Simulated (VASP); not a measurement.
Write the native input for VASP 6.6.1 that does the following.

```
Task                   : relaxation of cell and atoms
Functional             : PBEsol
Potentials or basis    : VASP PAW PBE potentials, release 64 (Ta_pv)
Cutoff                 : 600 eV
k mesh                 : 6 × 6 × 6
Occupations            : gaussian, width 0.1 eV
Spin                   : no spin polarisation
Further INCAR settings : ALGO = Normal; EDIFF = 1e-07; IBRION = 2; EDIFFG = -0.005; NSW = 90; ISIF = 3
```

The structure of Ta lies in POSCAR:

```
Ta
1.0
    0.0000000000      2.0800838200      2.0800838200
    2.0800838200      0.0000000000      2.0800838200
    2.0800838200      2.0800838200      0.0000000000
Ta
1
Direct
    0.0000000000      0.0000000000      0.0000000000
```

This isn't the form of Ta at room conditions, which is bcc.

One way to write it, as run:

INCAR

```
ALGO = Normal ; EDIFF = 1E-7
EDIFFG = -0.005 ; ENCUT = 600
GGA = PS ; IBRION = 2
ISIF = 3 ; ISMEAR = 0
LASPH = T ; LCHARG = F
LREAL = F ; LWAVE = F
NELM = 60 ; NSW = 90
PREC = Accurate ; SIGMA = 0.1
```

KPOINTS

```
k-points
0
Gamma
  6 6 6
```

Potentials or basis: VASP PAW PBE potentials, release 64 (Ta_pv).

The run is started by

```console
$ cat potpaw_PBE.64/Ta_pv/POTCAR > POTCAR
$ mpirun -np 1 vasp_std > vasp.out
```

It gave:

```
Relaxed volume                         : 18.25 Å³/atom
Relaxed cell                           : a = 2.955 Å, b = 2.955 Å, c = 2.955 Å, α = 60.00°, β = 60.00°, γ = 60.00°
Space group after relaxing (to 0.05 Å) : Fm-3m (No. 225)
Energy gained by relaxing              : 2.3 meV/atom
Ionic steps                            : 3
Pressure after relaxing                : 0.0 GPa
Band gap on the k mesh                 : none (metal or under the smearing width)
```

Caveat: the k mesh is coarse (spacing up to 0.44 Å⁻¹), so the values aren't converged; the PAW data sets were made with another functional, which shifts forces and pressure a little.

Run time: 4.3 s on 1 thread of Intel(R) Xeon(R) 6975P-C (Granite Rapids), on a shared host, peak memory 0.15 GiB.
